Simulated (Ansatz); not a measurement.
MgAl$_{2}$O$_{4}$:
```
MgAl2O4
1.0
    0.00000     4.04203     4.04203
    4.04203     0.00000     4.04203
    4.04203     4.04203     0.00000
Mg Al O
2 4 8
Direct
  0.75000   0.75000   0.75000
  0.50000   0.50000   0.50000
  0.62500   0.12500   0.12500
  0.12500   0.12500   0.62500
  0.12500   0.62500   0.12500
  0.12500   0.12500   0.12500
  0.36142   0.36142   0.36142
  0.33426   0.88858   0.88858
  0.36142   0.36142   0.91574
  0.88858   0.33426   0.88858
  0.91574   0.36142   0.36142
  0.88858   0.88858   0.88858
  0.36142   0.91574   0.36142
  0.88858   0.88858   0.33426
```

Tensor components refer to the Cartesian frame of this cell.

**Question.** Give the high-frequency dielectric tensor and the Born effective charge tensors of the independent atoms from DFPT, plane-wave PAW r²SCAN (Ansatz code).

**Answer.** 
ε∞:
```
2.90  0.00  0.00
0.00  2.90  0.00
0.00  0.00  2.90
```
Z* of atom 1 (Mg), rows: field, columns: displacement, in e:
```
2.03  0.00  0.00
0.00  2.03  0.00
0.00  0.00  2.03
```
Z* of atom 3 (Al), rows: field, columns: displacement, in e:
```
 2.80  -0.28  -0.28
-0.28   2.80   0.28
-0.28   0.28   2.80
```
Z* of atom 7 (O), rows: field, columns: displacement, in e:
```
-1.91   0.00   0.00
 0.00  -1.91   0.00
 0.00   0.00  -1.91
```

Static charges for comparison (Bader): Mg1 +1.74, Al3 +2.59, O7 -1.73 e. Born charges measure polarisation by displacement and can exceed these by far.

Space group Fd-3m (spinel). The cell was relaxed with r²SCAN under the symmetry of its start; of distortions, only those at the zone centre were tested.

Potentials: the later of the program's two PAW sets.
